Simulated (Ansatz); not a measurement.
Here is an Ansatz 0.2.0 calculation.

The input input.yaml:

```yaml
crystal:
  lattice:
    - [0.0, 3.2145, 3.2145]
    - [3.2145, 0.0, 3.2145]
    - [3.2145, 3.2145, 0.0]
  atoms:
    - { symbol: Hg, position: [0.0, 0.0, 0.0] }
    - { symbol: Te, position: [0.75, 0.75, 0.75] }
kpoints:
  mp_grid: { grid: [7, 7, 7] }
scf:
  occupations: { method: gaussian, width: 0.029 }
hamiltonian:
  xc: pbe
  pseudopotentials: { kind: all_electron, lapw: { basis_error: 0.001 } }
output:
  forces: true
  stress: true
  eigenvalues: true
```

Potentials or basis: all-electron LAPW, scalar-relativistic.

Run with:

```bash
$ ansatz run input.yaml --threads 1 --pin off --max-ram 3072MiB --backend cpu --events-out ev --progress --plain --runs-dir out
```

Problem. Estimate the pressure.

Solution. 4.6 GPa.

Problem. What does it give for the band gap on the k mesh?

Solution. None (metal or under the smearing width).

The run has no spin-orbit coupling, so splittings on Hg, Te are missing.
